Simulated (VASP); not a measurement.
Crystal: AlN.

```
Al N
1.0
     0.00000    2.18399    2.18399
     2.18399    0.00000    2.18399
     2.18399    2.18399    0.00000
Al N
1 1
Direct
  0.00000 0.00000 0.00000
  0.25000 0.25000 0.25000
```

Measurements of this composition are mostly on another form, of space group No. 186.

Base run:

| Item | Value |
| --- | --- |
| Program | VASP 6.6.1 |
| Functional | HSE06 |
| Potentials or basis | VASP PAW PBE potentials, release 64 (Al, N) |
| Cutoff | 520 eV |
| k mesh | 8 × 8 × 8 |
| Occupations | gaussian, width 0.02 eV |
| Spin | no spin polarisation |

Its results: band gap on the k mesh 4.58 eV, indirect (least direct gap 5.57 eV); pressure -0.6 GPa.

Q: The run is repeated on the same cell with these changes: functional from HSE06 to HSE03. What comes out?

A: Band gap on the k mesh 4.33 eV, indirect (least direct gap 5.32 eV); pressure -0.3 GPa.

Caveats: the PAW data sets were made with another functional, which shifts forces and pressure a little.

Not every run made on this cell is shown here.
